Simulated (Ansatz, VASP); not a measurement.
## W: 3 runs at one level of theory

The starting cell:

```
CELL_PARAMETERS angstrom
-1.58234 1.58234 1.58234
1.58234 -1.58234 1.58234
1.58234 1.58234 -1.58234
ATOMIC_POSITIONS crystal
W 0.00000 0.00000 0.00000
```

Alike in all runs: task relaxation of cell and atoms; functional RPBE; k mesh 12 × 12 × 12; occupations fermi-dirac, width 0.05 eV; no spin polarisation; no spin-orbit coupling.

```
                        program and potentials  plane-wave cutoff (eV)                                                 notes  equilibrium volume (Å³/atom)
                            Ansatz, Ansatz PAW                     420  potentials made for PBE, which Ansatz adapts in part                         16.35
Ansatz, all-electron LAPW, scalar-relativistic                       -                                                     -                         16.36
              VASP, PBE PAW files W_sv, 600 eV                     600                               potentials made for PBE                         16.38
```

The equilibrium volume spans 16.35 (Ansatz, Ansatz PAW) to 16.38 Å³/atom (VASP, PBE PAW files W_sv, 600 eV), with all-electron results at 16.36. Some sets were made for another functional than the one run, which can shift their rows. Relaxations stop with a little pressure left, so the last digit of a volume isn't settled.

The functional is the same throughout but for its coding, so the spread measures potentials, basis and numerics; runs on potential files found faulty are left out.
